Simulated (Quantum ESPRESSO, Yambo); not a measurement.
# Quasiparticle gap of KBr (Fm-3m) in Yambo, part 2 of 2

Aim: the G0W0 gap of KBr (Fm-3m) on PBE, step by step.

Quantum ESPRESSO 7.5 and Yambo 5.3.0; PBE and many-body steps on it, plane waves. Known limits of the many-body steps: not at the basis limit; no spin-orbit coupling.

So far. Step 2 (Ground state): The gap is direct, at Γ. Step 3 (Bands along the symmetry lines): The gap is 4.436 eV, as in the run before at this level.

**4. Empty states on the mesh, 4×4×4 mesh, 135 bands**

Level of this step: DFT, PBE, plane waves, norm-conserving pseudopotentials (Quantum ESPRESSO).

The sums over transitions need many empty states on a uniform mesh; this step solves for them.

pw.in reads:

```
&control
  calculation = 'nscf'
  prefix = 'x'
  outdir = 'o'
  pseudo_dir = 'pseudo'
/
&system
  ibrav = 0
  nat = 2
  ntyp = 2
  ecutwfc = 76.0
  nbnd = 135
  force_symmorphic = .true.
/
&electrons
  conv_thr = 1e-9
  electron_maxstep = 80
  diago_full_acc = .true.
  diago_thr_init = 5e-6
/
ATOMIC_SPECIES
  K 39.098 K.upf
  Br 79.904 Br.upf
CELL_PARAMETERS angstrom
  0.0000000000 3.3000000000 3.3000000000
  3.3000000000 0.0000000000 3.3000000000
  3.3000000000 3.3000000000 0.0000000000
ATOMIC_POSITIONS crystal
  K 0.0000000000 0.0000000000 0.0000000000
  Br 0.5000000000 0.5000000000 0.5000000000
K_POINTS automatic
  4 4 4 0 0 0
```

Command:

```console
$ OMP_NUM_THREADS=1 mpirun -n 4 pw.x -nk 4 -in pw.in > pw.out
```

The log of the run:

```text
[banner, memory and clock lines left out]
Program PWSCF v.7.5 starts

     Atomic positions and unit cell read from directory:
     o/x.save/

     Message from routine setup:
     using ibrav=0 with symmetry is DISCOURAGED, use correct ibrav instead

     G-vector sticks info

     bravais-lattice index     =            0
     lattice parameter (alat)  =       8.8192  a.u.
     unit-cell volume          =     485.0298 (a.u.)^3
     number of atoms/cell      =            2
     number of atomic types    =            2
     number of electrons       =        26.00
     number of Kohn-Sham states=          135
     kinetic-energy cutoff     =      76.0000  Ry
     charge density cutoff     =     304.0000  Ry
     Exchange-correlation= PBE
                           (   1   4   3   4   0   0   0)

     celldm(1)=   8.819172  celldm(2)=   0.000000  celldm(3)=   0.000000
     celldm(4)=   0.000000  celldm(5)=   0.000000  celldm(6)=   0.000000

     crystal axes: (cart. coord. in units of alat)
               a(1) = (   0.000000   0.707107   0.707107 )
               a(2) = (   0.707107   0.000000   0.707107 )
               a(3) = (   0.707107   0.707107   0.000000 )

     reciprocal axes: (cart. coord. in units 2 pi/alat)
               b(1) = ( -0.707107  0.707107  0.707107 )
               b(2) = (  0.707107 -0.707107  0.707107 )
               b(3) = (  0.707107  0.707107 -0.707107 )
     Pseudo is Norm-conserving + core correction, Zval =  9.0
     Generated using ONCVPSP code by D. R. Hamann
     Using radial grid of 2222 points,  6 beta functions with:
     Pseudo is Norm-conserving + core correction, Zval = 17.0
     Generated using ONCVPSP code by D. R. Hamann
     Using radial grid of 1098 points,  6 beta functions with:
     K                 9.00    39.09800     K ( 1.00)
     Br               17.00    79.90400     Br( 1.00)

     48 Sym. Ops., with inversion, found

   Cartesian axes

     site n.     atom                  positions (alat units)
         1        K      tau(   1) = (   0.0000000   0.0000000   0.0000000  )
         2        Br     tau(   2) = (   0.7071068   0.7071068   0.7071068  )

     number of k points=     8
                       cart. coord. in units 2pi/alat
        k(    1) = (   0.0000000   0.0000000   0.0000000), wk =   0.0312500
        k(    2) = (   0.1767767   0.1767767  -0.1767767), wk =   0.2500000
        k(    3) = (  -0.3535534  -0.3535534   0.3535534), wk =   0.1250000
[...]
k(    7) = (  -0.7071068   0.0000000   0.0000000), wk =   0.0937500
        k(    8) = (  -0.7071068   0.3535534   0.0000000), wk =   0.1875000

     Dense  grid:    43599 G-vectors     FFT dimensions: (  50,  50,  50)

     The potential is recalculated from file :
     o/x.save/charge-density

     Starting wfcs are   14 randomized atomic wfcs +  121 random wfcs

     Band Structure Calculation

     End of band structure calculation

          k = 0.0000 0.0000 0.0000 (  5521 PWs)   bands (ev):

   -56.1051 -56.1051 -56.1029 -56.1029 -56.1029 -25.6928 -10.2110  -9.1698
    -9.1698  -9.1698   2.0853   2.0853   2.0853   6.5214   9.6944   9.6944
     9.6944  10.5130  10.5130  13.6827  16.9929  16.9929  16.9929  17.7590
[...]
[... 5 further rows ...]
[...]
79.0165  79.0165  80.9351  80.9351  80.9351  81.5334  81.5334

          k = 0.1768 0.1768-0.1768 (  5414 PWs)   bands (ev):

[...]
[... 5 further rows ...]
[...]
77.8969  77.8969  78.3287  78.3287  79.4210  79.5358  79.5358

          k =-0.3536-0.3536 0.3536 (  5444 PWs)   bands (ev):

[...]
49.7594  49.8528  49.8542  50.7015  50.9991  50.9991  53.6334  54.8009
     [... 5 further rows ...]
    74.5441  74.5441  74.5728  75.2223  75.3686  76.9947  77.7740  77.8016
    77.8016  79.3904  79.3904  79.9092  79.9092  81.1702  81.1702

          k = 0.3536 0.0000 0.0000 (  5425 PWs)   bands (ev):

     [... further k-points ...]

     highest occupied, lowest unoccupied level (ev):     2.0853    6.5214

     XML data file, pseudopotentials, collected wavefunctions
```

Elapsed: 15 s, on 4 MPI ranks of Arm Neoverse V1, shared host; peak memory 0.46 GiB.

This step gave:

| Item | Value |
| --- | --- |
| gap | 4.436 eV |
| k of the valence top | 0, 0, 0 |
| k of the conduction bottom | 0, 0, 0 |
| least direct gap | 4.436 eV |
| k points computed | 8 |
| lowest point of the top converged band, above the valence top | 76.3529 eV |

On this mesh the gap is 4.436 eV.

**5. Conversion and set-up**

This step: Yambo 5.3.0; conversion and set-up on PBE, plane waves, norm-conserving pseudopotentials.

The states are converted to the many-body program's format and the q mesh is built.

Command:

```console
$ (cd o/x.save; p2y > p2y.log; mv SAVE ../..); yambo > setup.log
```

The log of the run:

```text
 Yambo, version 5.3.0

 [02] CORE Variables Setup
 =========================

  [02.01] Unit cells
  ==================

  Cell kind             :  FCC
  Atoms in the cell     :  K  Br
  number of K  atoms    :  1
  number of Br atoms    :  1

  List of atomic masses
  Mass of K     :  39.09800
  Mass of Br    :  79.90400

  List of atomic coordinates    : [cc]
  K1       :  0.000000  0.000000  0.000000  order 1
  Br1       :  6.236096  6.236096  6.236096  order 2

  Alat factors          :  6.236096  6.236096  6.236096 [a.u.]
  Direct lattice volume :  485.0298 [a.u.]
  Direct lattice vectors:  A[ 1 ]  A[ 2 ]  A[ 3 ]
   A[ 1 ]:  0.000000  1.000000  1.000000  [iru]
   0.000000  6.236096  6.236096  [cc]
   A[ 2 ]:  1.000000  0.000000  1.000000  [iru]
   6.236096  0.000000  6.236096  [cc]
   A[ 3 ]:  1.000000  1.000000  0.000000  [iru]
   6.236096  6.236096  0.000000  [cc]

  Recip. lattice volume :  0.511412 [a.u.]
  Recip. lattice vectors:  B[ 1 ]  B[ 2 ]  B[ 3 ]
   B[ 1 ]: -0.500000  0.500000  0.500000  [iku]
  -0.503776  0.503776  0.503776  [cc]
   B[ 2 ]:  0.500000 -0.500000  0.500000  [iku]
   0.503776 -0.503776  0.503776  [cc]
   B[ 3 ]:  0.500000  0.500000 -0.500000  [iku]
   0.503776  0.503776 -0.503776  [cc]

  [02.02] Symmetries
  ==================

  Inversion symmetry    : yes
  Spatial inversion     : yes
  Inversion index       :  25
  K-space Time-reversal : no
  Magnetic symmetries   : no
  Group table correct   : yes
  Symmetries units      :  [cc]

   [S  1]:   1.0000      0.28986E-16  0.28986E-16  0.28986E-16   1.0000     -0.28986E-16 -0.28986E-16 -0.28986E-16   1.0000
   [S  2]:  -1.0000     -0.28986E-16  0.28986E-16 -0.28986E-16  -1.0000     -0.28986E-16  0.28986E-16  0.28986E-16   1.0000
   [S  3]:  -1.0000      0.28986E-16 -0.28986E-16 -0.28986E-16   1.0000      0.28986E-16  0.28986E-16 -0.28986E-16  -1.0000
[...]
[... 36 further rows ...]
   [S 47]:  0.28986E-16   1.0000     -0.28986E-16 -0.28986E-16  0.28986E-16  -1.0000       1.0000     -0.28986E-16  0.28986E-16
   [S 48]:  0.28986E-16  -1.0000      0.28986E-16 -0.28986E-16 -0.28986E-16   1.0000       1.0000      0.28986E-16 -0.28986E-16

  [02.03] Reciprocal space
  ========================

  nG shells         :   402
  nG charge         :   43599
  nG WFs            :   6483
  nC WFs            :   5521
  G-vecs. in first 40 shells:  [ Number ]
     1    9   15   27   51   59   65   89  113
    137   169   181   229   259   283   307   331   339
    387   411   459   531   537   561   609   645   701
[...]
1139  1211  1243  1291
  ...
  Shell energy in first 40 shells:  [ mHa ]
[...]
6471.64      6598.53      7106.11      7486.80      8121.27      8501.96      8628.85      9136.43      9517.12
    9644.01      10151.6      10532.3      10659.2      11166.8      11547.4      12181.9      12562.6      12689.5
[...]
K/Q-points units:
  rlu = crystal or reduced units; cc = cartesian coordinates; iku = interal k-units

  K [1]          [rlu]:  0.000000  0.000000  0.000000
         WF components:   5521
  K [2]          [rlu]: -0.15345E-16  0.12410E-16  0.25000
         WF components:   5414
  K [3]          [rlu]:  0.30690E-16 -0.24821E-16 -0.50000
         WF components:   5444
  K [4]          [rlu]: -0.46171E-17  0.25000      0.25000
         WF components:   5425
  K [5]          [rlu]: -0.94755E-17  0.25000     -0.50000
         WF components:   5434
  [... 2 further k-points ...]
  K [8]          [rlu]:  0.250000 -0.500000 -0.250000
         WF components:   5440

  [02.05] Energies & Occupations
  ==============================

  [X] === General ===
  [X] Electronic Temperature                        :  0.000000  0.000000 [eV K]
  [X] Bosonic    Temperature                        :  0.000000  0.000000 [eV K]
  [X] Finite Temperature mode                       : no
  [X] El. density                                   :  0.36174E+24 [cm-3]
  [X] Fermi Level                                   :  2.085286 [eV]

  [X] === Gaps and Widths ===
  [X] Conduction Band Min                           :  4.436154 [eV]
  [X] Valence Band Max                              :  0.000000 [eV]
  [X] Filled Bands                                  :  13
  [X] Empty Bands                                   :   14  135
  [X] Direct Gap                                    :  4.436154 [eV]
  [X] Direct Gap localized at k                     :  1
  [X] Indirect Gap                                  :  4.436154 [eV]
  [X] Indirect Gap between kpts                     :  1  1
  [X] Last valence band width                       :  0.536069 [eV]
  [X] 1st conduction band width                     :  2.953841 [eV]

  E @ K [1]:  [eV]
  -58.19038 -58.19038 -58.18823 -58.18823 -58.18823 -27.77812 -12.29627 -11.25509
   -11.255      -11.255     -0.73737E-11 -0.21487E-11   0.0000       4.4362       7.6091       7.6091
    7.60906   8.42775   8.42775  11.59738  14.90759  14.90759  14.90759  15.67370
[...]
occ @ K [1]
[...]
E @ K [2]:  [eV]
[...]
occ @ K [2]
[...]
E @ K [3]:  [eV]
[...]
occ @ K [3]
[...]
E @ K [4]:  [eV]
[...]
occ @ K [4]
[...]
E @ K [5]:  [eV]
[...]
occ @ K [5]
[...]
[... 2 further k-points ...]
  E @ K [8]:  [eV]
[...]
occ @ K [8]
[...]
0.000000  0.000000  0.000000  0.000000  0.000000  0.000000  0.000000  0.000000
   0.000000  0.000000  0.000000  0.000000  0.000000  0.000000  0.000000  0.000000

 [03] Transferred momenta grid and indexing
 ==========================================

 IBZ Q-points                                      :   8
 BZ  Q-points                                      :   64

 K/Q-points units:
 rlu = crystal or reduced units; cc = cartesian coordinates; iku = interal k-units

 Q [1]          [rlu]:  0.000000  0.000000  0.000000
 Q [2]          [rlu]: -0.15345E-16  0.40166E-16  0.25000
 Q [3]          [rlu]:  0.30690E-16 -0.80332E-16 -0.50000
[...]
Q [7]          [rlu]:  0.92343E-17 -0.50000     -0.50000
 Q [8]          [rlu]:  0.250000 -0.500000 -0.250000

  [03.01] X indexes
  =================

   [03.01.01] Sigma indexes
   ========================

 [06] Game Over & Game summary
```

Elapsed: 3.1 s, on 1 MPI rank; peak memory 0.25 GiB.

**6. Screening and self-energy, 4×4×4 mesh, 135 bands, screening to 156.5 eV**

G0W0 replaces the xc potential by the self-energy, built once from these orbitals. Only a window of levels is corrected, while the sums run over the empty bands that the input names.

This step: G0W0 on PBE, plane waves, norm-conserving pseudopotentials.

gw1.in reads:

```
HF_and_locXC
gw0
dyson
ppa
em1d
rim_cut
RandQpts= 1000000
RandGvec= 1 RL
EXXRLvcs= 76 Ry
VXCRLvcs= 304 Ry
Chimod= "HARTREE"
% BndsRnXp
 1 | 135 |
%
NGsBlkXp= 11.5 Ry
% LongDrXp
 1 | 1 | 1 |
%
% GbndRnge
 1 | 135 |
%
DysSolver= "n"
ExtendOut
PPAPntXp= 27.21138 eV
% QPkrange
 1 | 1 | 12 | 15 |
%
```

Command:

```console
$ OMP_NUM_THREADS=1 mpirun -n 4 yambo -F gw1.in -J gw1 -C gw1 > gw1.log
```

The log of the run:

```text
 Yambo, version 5.3.0

 [02] CORE Variables Setup
 =========================

  [... cell, symmetries and grids as in the set-up ...]

  [02.05] Energies & Occupations
  ==============================

  [X] === General ===
  [X] Electronic Temperature                        :  0.000000  0.000000 [eV K]
  [X] Bosonic    Temperature                        :  0.000000  0.000000 [eV K]
  [X] Finite Temperature mode                       : no
  [X] El. density                                   :  0.36174E+24 [cm-3]
  [X] Fermi Level                                   :  2.085286 [eV]

  [X] === Gaps and Widths ===
  [X] Conduction Band Min                           :  4.436154 [eV]
  [X] Valence Band Max                              :  0.000000 [eV]
  [X] Filled Bands                                  :  13
  [X] Empty Bands                                   :   14  135
  [X] Direct Gap                                    :  4.436154 [eV]
  [X] Direct Gap localized at k                     :  1
  [X] Indirect Gap                                  :  4.436154 [eV]
  [X] Indirect Gap between kpts                     :  1  1
  [X] Last valence band width                       :  0.536069 [eV]
  [X] 1st conduction band width                     :  2.953841 [eV]

 [03] Transferred momenta grid and indexing
 ==========================================

 IBZ Q-points                                      :   8
 BZ  Q-points                                      :   64

 K/Q-points units:
 rlu = crystal or reduced units; cc = cartesian coordinates; iku = interal k-units

 Q [1]          [rlu]:  0.000000  0.000000  0.000000
 Q [2]          [rlu]: -0.15345E-16  0.40166E-16  0.25000
 Q [3]          [rlu]:  0.30690E-16 -0.80332E-16 -0.50000
 Q [4]          [rlu]: -0.46171E-17  0.25000      0.25000
 Q [5]          [rlu]: -0.20915E-17  0.25000      0.50000
 Q [6]          [rlu]: -0.24821E-16  0.25000     -0.25000
 Q [7]          [rlu]:  0.92343E-17 -0.50000     -0.50000
 Q [8]          [rlu]:  0.250000 -0.500000 -0.250000

 [04] Coloumb potential Random Integration (RIM)
 ===============================================

  [04.01] RIM initialization
  ==========================

  * Diagonal components only detected *

  8 x (sBL volume)        :  0.063927 [a.u.]
  sBZ random points       :  1000000
  Points outside the sBZ  :   7968281
  RL volume               :  0.511412 [a.u.]
  Integrated volume       :  0.513448 [a.u.]

  [04.02] RIM integrals
  =====================

  Gamma point sphere radius             :  0.072529 [a.u.]
  Points outside the sphere             :   800476
  [Int_sBZ(q=0) 1/q^2]*(Vol_sBZ)^(-1/3) =:  7.776341
                                 should be <:  7.795600

  Summary of Coulomb integrals for non-metallic bands |Q|[au] RIM/Bare

  Q [1] 0.100000E-4 0.997530 * Q [2] 0.218141 1.068480
  Q [4] 0.251888 1.066792 * Q [6] 0.356223 1.029814
  Q [5] 0.417709 1.022655 * Q [3] 0.436282 1.020683
  Q [7] 0.503776 1.017590 * Q [8] 0.563238 1.014367

 [05] Dipoles
 ============

  [05.01] Setup: observables and procedures
  =========================================

 [06] Dynamic Dielectric Matrix (PPA)
 ====================================

 [WR./gw1//ndb.pp]---------------------------------------------------------------
  Brillouin Zone Q/K grids (IBZ/BZ)                :    8   64    8   64
  RL vectors                                       :   6567 [WF]
  Coulomb cutoff potential                         : none
  Electronic Temperature                           :  0.000000 [K]
  Bosonic    Temperature                           :  0.000000 [K]
  PPA    diel. fun.  energies                      : Perdew, Burke & Ernzerhof(X)+Perdew, Burke & Ernzerhof(C)
  wavefunctions                                    : Perdew, Burke & Ernzerhof(X)+Perdew, Burke & Ernzerhof(C)
  Global Gauge                                     : length
  X matrix size                                    :   339
  X band range                                     :    1  135
  X e/h energy range                               : -1.000000 -1.000000 [eV]
  X Time ordering                                  : R
  X Hxc Kernel                                     : HARTREE
  X Drude frequency                                :  0.000000  0.000000
  X poles                                          :  100.0000 [o/o]
  RL vectors in the sum                            :   6567
  [r,Vnl] included                                 : yes
  Field direction                                  :  0.577350E-5  0.577350E-5  0.577350E-5
  BZ energy Double Grid                            : no
  BZ energy DbGd points                            : 0
  BZ Q point size factor                           : -1.000000
  X Optical Averaged directions                    : none

 [07] Local Exchange-Correlation + Non-Local Fock
 ================================================

 [VXC] Plane waves :   43599
 [EXS] Plane waves :   5577

 QP @ state[ 1 ] K range:  1  1
 QP @ state[ 1 ] b range:  12  15

 [xc] Functional : Perdew, Burke & Ernzerhof(X)+Perdew, Burke & Ernzerhof(C)
 [xc] LIBXC used to calculate xc functional
  PP Number of Atomic Species                      :  2
  NLCC RL compoments                               :   43599
  PP Number of Atomic Species                      :  2
  NLCC RL compoments                               :   43599

 [xc] E_xc :  -16.87313 [Ha]
      E_xc :  -33.74626 [Ry]

  Local XC kind (lXC) : Perdew, Burke & Ernzerhof(X)+Perdew, Burke & Ernzerhof(C)
  Non-Local XC kind (nlXC) : Hartree-Fock

  Corrections @ K [1] :  [eV]
 <12|nlXC|12> = -19.54495 -0.12544E-16 <12|lXC|12> = -14.35201 -0.23602E-16
 <13|nlXC|13> = -19.54506 -0.11455E-16 <13|lXC|13> = -14.35201  0.000000
 <14|nlXC|14> = -3.946254  0.22269E-18 <14|lXC|14> = -7.314516 -0.23602E-16
 <15|nlXC|15> = -3.767271 -0.85379E-18 <15|lXC|15> = -8.482834 -0.94408E-16

 [08] Dyson equation: Newton solver
 ==================================

  [08.01] G0W0 (W PPA)
  ====================

  [  GW  ] Bands range     :    1  135
  [GW/PPA] G damping       :  0.100000 [eV]

  QP @ state[ 1 ] K range:  1  1
  QP @ state[ 1 ] b range:  12  15

   Sc/G bands                                       :    1  135
   Sc/G damping                                     :  0.100000 ev
   Sc bands terminator                              : no
   Sx RL components                                 :   5577

   QP @ state[ 1 ] K range                          :  1  1
   QP @ state[ 1 ] b range                          :  12  15
   GF energies kind                                 : Perdew, Burke & Ernzerhof(X)+Perdew, Burke & Ernzerhof(C)
   GF WF`s kind                                     : Perdew, Burke & Ernzerhof(X)+Perdew, Burke & Ernzerhof(C)
   Xs energies kind                                 : Perdew, Burke & Ernzerhof(X)+Perdew, Burke & Ernzerhof(C)
   Xs WF`s kind                                     : Perdew, Burke & Ernzerhof(X)+Perdew, Burke & Ernzerhof(C)

 [11] Game Over & Game summary
```

Run time: 2.4 min. Hardware: 4 MPI ranks; peak memory 1.8 GiB; 9.6 min of CPU time.

This step gave:

| Property | Result |
| --- | --- |
| G0W0 gap on the points computed | 7.673 eV |
| starting gap on the mesh | 4.436 eV |
| k of the valence top | 0, 0, 0 |
| k of the conduction bottom | 0, 0, 0 |
| least direct G0W0 gap on the computed points | 7.673 eV |
| Z at the valence top | 0.8288 |
| Z at the conduction bottom | 0.8739 |

The gap on the mesh goes from 4.44 eV to 7.67 eV, a correction of +3.24 eV.

Limits: finite bands, cutoff and mesh; no spin-orbit coupling. v1 is the top filled band, c1 the lowest empty one. Levels before and after the correction, in eV, zero at the valence-band top of each column:

|  | conduction bottom | valence top |
| --- | --- | --- |
| Kohn-Sham | 4.44 | 0.00 |
| G0W0 | 7.67 | 0.00 |

|  | level | energy (eV) |
| --- | --- | --- |
| Kohn-Sham | Γ v2-v1 | 0.000 |
| Kohn-Sham | Γ c1 | 4.436 |
| Kohn-Sham | Γ c2 | 7.609 |
| G0W0 | Γ v2-v1 | 0.000 |
| G0W0 | Γ c1 | 7.673 |
| G0W0 | Γ c2 | 11.810 |

**7. Where the time went**

Times are wall times on the hardware named with each run, good to a factor of about two.

| step | time | share | memory (GiB) |
| --- | --- | --- | --- |
| ground state | 9.8 s | 5 % | 0.31 |
| bands along the symmetry lines | 9.9 s | 5 % | 0.26 |
| empty states on the mesh | 15 s | 8 % | 0.46 |
| conversion and set-up | 3.1 s | 2 % | 0.25 |
| screening and self-energy | 2.4 min | 79 % | 1.8 |

**8. Summary of results**

```yaml
pbe_gap: 4.44 eV, direct
g0w0_gap_on_the_mesh: 7.67 eV
gw_settings: 4×4×4 mesh, 135 bands, screening to 156.5 eV, Godby-Needs plasmon pole
known_limits: not at the basis limit; no spin-orbit coupling
```

**Reading.** G0W0 moves the gap on the mesh from 4.44 eV to 7.67 eV (+3.24 eV), with Z of 0.83 and 0.87 at the edges. Only 1 of the mesh's irreducible points was corrected, so a valley elsewhere could overtake. The dearest step here is «screening and self-energy». Bands and cutoff are finite, so the gap is not at the basis limit. The miss can reach some tenths of an eV and take either sign; the mesh is an error of its own. In the G0W0 run levels were corrected at 1 k point alone, so a gap called «on the mesh» is the least over those, and an edge elsewhere would be missed. The many-body steps are scalar-relativistic: spin-orbit coupling is not in them.

[Paths, hosts, dates, memory and timing lines, banners, echoed tables and standing remarks are left out of the program output.]

[Logs are printed without paths, hosts, clocks, repeated set-up lines and the standing remarks that a program may print on its own settings, such as how far it seeks lower states.]

[Runs of the session that timed out or met a known fault of the program may be left out.]

[Hosts, paths, dates, database ids (printed as entryN), source tags and the programs' standing remarks are cut or masked in the printed files.]
